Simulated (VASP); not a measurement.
**Input and output of a VASP PBE dielectric-response calculation on NaF (CsCl)**

INCAR

```
LCHARG = .FALSE.
SIGMA = 0.01
LASPH = .TRUE.
GGA = PE
LEPSILON = .TRUE.
NBANDS = 14
NSW = 0
EDIFF = 1E-8
ISMEAR = 0
LWAVE = .FALSE.
ISIF = 2
PREC = Accurate
ENCUT = 520
IBRION = -1
NELM = 120
LREAL = .FALSE.
```

KPOINTS

```
KPOINTS created by Atomic Simulation Environment
0
Gamma
12 12 12
0 0 0
```

POSCAR

```
Na F
 1.0000000000000000
     2.7934851914443364   -0.0000000000000000   -0.0000000000000000
    -0.0000000000000000    2.7934851914443364   -0.0000000000000000
    -0.0000000000000000   -0.0000000000000000    2.7934851914443364
 Na  F
   1   1
Cartesian
 -0.0000000000000000  0.0000000000000000  0.0000000000000000
  1.3967425957221682  1.3967425957221682  1.3967425957221682
```

VASP ran with the recommended PBE PAW datasets (14 valence electrons in the cell).

Command

```
mpirun -np 1 vasp_std
```

OSZICAR

```
N       E                     dE             d eps       ncg     rms          rms(c)
DAV:   1     0.107774969275E+03    0.10777E+03   -0.77168E+03  2382   0.129E+03
DAV:   2    -0.389925458994E+01   -0.11167E+03   -0.10453E+03  2628   0.345E+02
DAV:   3    -0.908486721548E+01   -0.51856E+01   -0.51776E+01  2718   0.679E+01
DAV:   4    -0.912345185223E+01   -0.38585E-01   -0.38583E-01  2676   0.620E+00
DAV:   5    -0.912383511331E+01   -0.38326E-03   -0.38326E-03  2790   0.606E-01    0.520E+00
DAV:   6    -0.827071432278E+01    0.85312E+00   -0.25347E+00  2742   0.145E+01    0.170E+00
DAV:   7    -0.824365513776E+01    0.27059E-01   -0.29453E-02  2448   0.289E+00    0.101E+00
DAV:   8    -0.822980280247E+01    0.13852E-01   -0.23838E-02  2490   0.403E+00    0.125E-01
DAV:   9    -0.823026894718E+01   -0.46614E-03   -0.33228E-03  2856   0.571E-01    0.750E-02
DAV:  10    -0.823022917094E+01    0.39776E-04   -0.35060E-04  2514   0.171E-01    0.108E-02
DAV:  11    -0.823022790283E+01    0.12681E-05   -0.14468E-05  2838   0.801E-02    0.243E-03
DAV:  12    -0.823022804059E+01   -0.13775E-06   -0.12391E-06  2562   0.139E-02    0.120E-03
DAV:  13    -0.823022798347E+01    0.57114E-07   -0.17513E-07  2484   0.403E-03    0.702E-04
...
RMM:  10    -0.636836199693E-01    0.37452E-06   -0.45298E-11  7402   0.511E-05    0.225E-06
 Linear response to external field, progress :
  Direction:   3
       N       E                     dE             d eps       ncg     rms          rms(c)
RMM:   1    -0.506033276107E-01   -0.50603E-01   -0.56055E-02  7031   0.325E+00
RMM:   2    -0.594816348819E-01   -0.88783E-02   -0.34407E-03 10153   0.491E-01    0.369E-01
RMM:   3    -0.591616832358E-01    0.31995E-03   -0.79776E-04 10150   0.215E-01    0.223E-01
RMM:   4    -0.631072093340E-01   -0.39455E-02   -0.13833E-03  9959   0.287E-01    0.224E-02
RMM:   5    -0.635094345121E-01   -0.40223E-03   -0.34457E-05 10317   0.527E-02    0.739E-03
RMM:   6    -0.636806254359E-01   -0.17119E-03   -0.23840E-06 10219   0.136E-02    0.152E-03
RMM:   7    -0.636743019744E-01    0.63235E-05   -0.10173E-07 10398   0.270E-03    0.475E-04
RMM:   8    -0.636839469276E-01   -0.96450E-05   -0.11442E-08 10164   0.962E-04    0.644E-05
RMM:   9    -0.636839790815E-01   -0.32154E-07   -0.61109E-10  9937   0.225E-04    0.134E-05
RMM:  10    -0.636836109523E-01    0.36813E-06   -0.42578E-11  7397   0.513E-05    0.226E-06
```

From OUTCAR

```
k-points           NKPTS =     84   k-points in BZ     NKDIM =     84   number of bands    NBANDS=     14

   NELECT =      14.0000    total number of electrons

   dimension x,y,z NGX =    24 NGY =   24 NGZ =   24
   dimension x,y,z NGXF=    48 NGYF=   48 NGZF=   48

  energy-cutoff  :      520.00
  volume of cell :       21.80
      direct lattice vectors                 reciprocal lattice vectors
     2.793485191  0.000000000  0.000000000     0.357975766  0.000000000  0.000000000
     0.000000000  2.793485191  0.000000000     0.000000000  0.357975766  0.000000000
     0.000000000  0.000000000  2.793485191     0.000000000  0.000000000  0.357975766

 k-points in reciprocal lattice and weights: KPOINTS created by Atomic Simulation Env
   0.00000000  0.00000000  0.00000000       0.001
   0.08333333  0.00000000  0.00000000       0.003
   0.16666667  0.00000000  0.00000000       0.003
   0.25000000  0.00000000  0.00000000       0.003
   0.33333333  0.00000000  0.00000000       0.003
   0.41666667  0.00000000  0.00000000       0.003
   0.50000000  0.00000000  0.00000000       0.002
   0.08333333  0.08333333  0.00000000       0.007
   ...

 E-fermi :  -0.4751

 k-point     1 :       0.0000    0.0000    0.0000
  band No.  band energies     occupation
      1     -20.6506      2.00000
      2     -20.6506      2.00000
      3     -20.6506      2.00000
      4     -20.5072      2.00000
      5      -0.9507      2.00000
      6      -0.9507      2.00000
      7      -0.9507      2.00000
      8       5.4994      0.00000
      9      15.1641      0.00000
     10      15.1641      0.00000
     11      23.4085      0.00000
     12      23.4085      0.00000
     13      23.4085      0.00000
     14      30.6845      0.00000

 k-point     2 :       0.0833    0.0000    0.0000
  band No.  band energies     occupation
      1     -20.8035      2.00000
      2     -20.6486      2.00000
      3     -20.6486      2.00000
      4     -20.3498      2.00000
      5      -1.1515      2.00000
      6      -0.9423      2.00000
      7      -0.9423      2.00000
      8       5.7424      0.00000
      9      15.0649      0.00000
     10      15.2961      0.00000
     11      23.3831      0.00000
     12      23.3831      0.00000
     13      23.6005      0.00000
     14      29.8970      0.00000

 k-point     3 :       0.1667    0.0000    0.0000
  band No.  band energies     occupation
      1     -20.9957      2.00000
      2     -20.6430      2.00000
      3     -20.6430      2.00000
      4     -20.1423      2.00000
      5      -1.6508      2.00000
      6      -0.9194      2.00000
      7      -0.9194      2.00000
      8       6.3893      0.00000
      9      14.7186      0.00000
     10      15.6917      0.00000
     11      23.3146      0.00000
     12      23.3146      0.00000
     13      24.2520      0.00000
     14      28.4941      0.00000

 k-point     4 :       0.2500    0.0000    0.0000
  band No.  band energies     occupation
      1     -21.1659      2.00000
      2     -20.6353      2.00000
      3     -20.6353      2.00000
      4     -19.9501      2.00000
      5      -2.2503      2.00000
      6      -0.8878      2.00000
      7      -0.8878      2.00000
      8       7.2919      0.00000
      9      14.0655      0.00000
     10      16.3492      0.00000
     11      23.2140      0.00000
     12      23.2140      0.00000
     13      25.4596      0.00000
     14      25.9956      0.00000

 k-point     5 :       0.3333    0.0000    0.0000
  band No.  band energies     occupation
      1     -21.2997      2.00000
      2     -20.6277      2.00000
      3     -20.6277      2.00000
      4     -19.7925      2.00000
      5      -2.7857      2.00000
      6      -0.8559      2.00000
      7      -0.8559      2.00000
      8       8.3427      0.00000
      9      13.1429      0.00000
     10      17.2627      0.00000
     11      23.1030      0.00000
     12      23.1030      0.00000
     13      23.7620      0.00000
     14      26.3330      0.00000

 k-point     6 :       0.4167    0.0000    0.0000
  band No.  band energies     occupation
      1     -21.3852      2.00000
      2     -20.6220      2.00000
      3     -20.6220      2.00000
      4     -19.6875      2.00000
      5      -3.1482      2.00000
      6      -0.8324      2.00000
      7      -0.8324      2.00000
      8       9.4570      0.00000
      9      12.0724      0.00000
     10      18.4055      0.00000
     11      21.8259      0.00000
     12      23.0129      0.00000
     13      23.0129      0.00000
     14      25.7707      0.00000

 k-point     7 :       0.5000    0.0000    0.0000
  band No.  band energies     occupation
      1     -21.4147      2.00000
      2     -20.6200      2.00000
      3     -20.6200      2.00000
      4     -19.6507      2.00000
      5      -3.2758      2.00000
      6      -0.8237      2.00000
      7      -0.8237      2.00000
      8      10.2613      0.00000
      9      11.2762      0.00000
     10      19.3686      0.00000
     11      20.5982      0.00000
     12      22.9774      0.00000
     13      22.9774      0.00000
     14      25.5841      0.00000

 k-point     8 :       0.0833    0.0833    0.0000
  band No.  band energies     occupation
      1     -20.8659      2.00000
      2     -20.6667      2.00000
      3     -20.6465      2.00000
      4     -20.2625      2.00000
      5      -1.2028      2.00000
      6      -1.0720      2.00000
      7      -0.9336      2.00000
      8       5.9751      0.00000
      9      15.0971      0.00000
     10      15.2928      0.00000
     11      23.0701      0.00000
     12      23.3622      0.00000
     13      24.1031      0.00000
     14      28.5418      0.00000

 k-point     9 :       0.1667    0.0833    0.0000
  band No.  band energies     occupation
      1     -21.0075      2.00000
      2     -20.6705      2.00000
      3     -20.6410      2.00000
      4     -20.0989      2.00000
      5      -1.6450      2.00000
      6      -1.0800      2.00000
      7      -0.9097      2.00000
      8       6.5978      0.00000
      9      14.8090      0.00000
     10      15.6076      0.00000
     11      22.8942      0.00000
     12      23.3016      0.00000
     13      24.9182      0.00000
     14      26.6685      0.00000

 k-point    10 :       0.2500    0.0833    0.0000
  band No.  band energies     occupation
      1     -21.1558      2.00000
      2     -20.6616      2.00000
      3     -20.6335      2.00000
      4     -19.9327      2.00000
      5      -2.2246      2.00000
      6      -1.0401      2.00000
      7      -0.8768      2.00000
      8       7.4741      0.00000
      9      14.1593      0.00000
     10      16.2033      0.00000
     11      22.8785      0.00000
     12      23.2111      0.00000
     13      24.8575      0.00000
     14      26.1255      0.00000

 k-point    11 :       0.3333    0.0833    0.0000
  band No.  band energies     occupation
      1     -21.2786      2.00000
      2     -20.6504      2.00000
      3     -20.6260      2.00000
      4     -19.7926      2.00000
      5      -2.7469      2.00000
      6      -0.9972      2.00000
      7      -0.8435      2.00000
      8       8.5025      0.00000
      9      13.2270      0.00000
     10      17.0232      0.00000
     11      22.5027      0.00000
     12      23.1084      0.00000
     13      23.6518      0.00000
     14      26.0974      0.00000

 k-point    12 :       0.4167    0.0833    0.0000
  band No.  band energies     occupation
      1     -21.3588      2.00000
      2     -20.6418      2.00000
      3     -20.6204      2.00000
      4     -19.6983      2.00000
      5      -3.1018      2.00000
      6      -0.9654      2.00000
      7      -0.8189      2.00000
      8       9.6071      0.00000
      9      12.1412      0.00000
     10      18.0054      0.00000
     11      21.2139      0.00000
     12      23.0226      0.00000
     13      23.5626      0.00000
     14      25.5627      0.00000

 k-point    13 :       0.5000    0.0833    0.0000
  band No.  band energies     occupation
      1     -21.3868      2.00000
      2     -20.6387      2.00000
      3     -20.6184      2.00000
      4     -19.6652      2.00000
      5      -3.2270      2.00000
      6      -0.9537      2.00000
      7      -0.8099      2.00000
      8      10.4488      0.00000
      9      11.2983      0.00000
     10      18.7048      0.00000
     11      20.3511      0.00000
     12      22.9882      0.00000
     13      23.6192      0.00000
     14      25.3847      0.00000

 ...

 MACROSCOPIC STATIC DIELECTRIC TENSOR (including local field effects in DFT)
 ------------------------------------------------------
           1.961758    -0.000000     0.000000
           0.000000     1.961758     0.000000
          -0.000000    -0.000000     1.961758

 BORN EFFECTIVE CHARGES (including local field effects) (in |e|, cummulative output)
 ---------------------------------------------------------------------------------
 ion    1
    1     1.03713    -0.00000     0.00000
    2    -0.00000     1.03713    -0.00000
    3    -0.00000     0.00000     1.03713
 ion    2
    1    -1.03713     0.00000    -0.00000
    2     0.00000    -1.03713     0.00000
    3     0.00000    -0.00000    -1.03713

  Total        0.5761577      0.5761577      0.5761577     -0.0000000      0.0000000      0.0000000
  in kB       42.3460457     42.3460457     42.3460457     -0.0000000      0.0000000      0.0000000
  external PRESSURE =      42.3460457 kB  Pullay stress =       0.0000000 kB

 POSITION                                       TOTAL-FORCE (eV/Angst)
 -----------------------------------------------------------------------------------
      0.00000      0.00000      0.00000         0.000000      0.000000      0.000000
      1.39674      1.39674      1.39674         0.000000      0.000000      0.000000
 -----------------------------------------------------------------------------------
    total drift:                                0.000000      0.000000     -0.000000

  FREE ENERGIE OF THE ION-ELECTRON SYSTEM (eV)
  ---------------------------------------------------
  free  energy   TOTEN  =        -8.2302279780 eV

  energy  without entropy=       -8.2302279780  energy(sigma->0) =       -8.23022798
```

```yaml
ε∞_with_local_fields_xx_yy_zz: 1.96, 1.96, 1.96
mean_Born_charge_by_atom_in_the_order_of_the_cell: 1.04, -1.04 e
```

The run took about 2.3 min on one core of a shared host (Intel Xeon Platinum 8488C) and held 0.25 GiB at most.
